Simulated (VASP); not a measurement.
# Results of a VASP single-point calculation on AlN (strained rocksalt)

POSCAR

```
Al N
 1.0000000000000000
     0.0000000000000000    2.0188684453999999    2.0794344988000000
     2.0188684453999999    0.0000000000000000    2.0794344988000000
     2.0188684453999999    2.0188684453999999    0.0000000000000000
 Al  N
   1   1
Cartesian
  0.0000000000000000  0.0000000000000000  0.0000000000000000
  2.0188684453999999  2.0188684453999999  2.0794344988000000
```

```yaml
gap_between_bands_v_and_c: 5.01 eV
least_direct_gap: 5.99 eV
```

Band v is the last that the valence electrons fill when counted band by band, and c is the next. Levels in eV from the top of v:

```csv
point,v−1,v,c,c+1
Γ,-0.21,0.00,5.99,12.42
X,-3.23,-2.84,5.01,5.80
K,-5.58,-2.34,6.61,10.06
L,-1.31,-1.19,6.58,11.27
W,-5.75,-4.11,8.70,11.33
```

Task: Which of these levels of theory gave these results?
A. PBE
B. PBEsol
C. r²SCAN
D. LDA
E. PBE0
F. HSE06
G. PBE with spin–orbit coupling

Result: C.

The INCAR was:

```
LREAL = .FALSE.
ALGO = Normal
SIGMA = 0.01
NBANDS = 11
NELM = 120
LWAVE = .FALSE.
NSW = 0
IBRION = -1
LCHARG = .FALSE.
EDIFF = 1E-7
ISIF = 2
ENCUT = 520
PREC = Accurate
ISMEAR = 0
LASPH = .TRUE.
METAGGA = R2SCAN
```
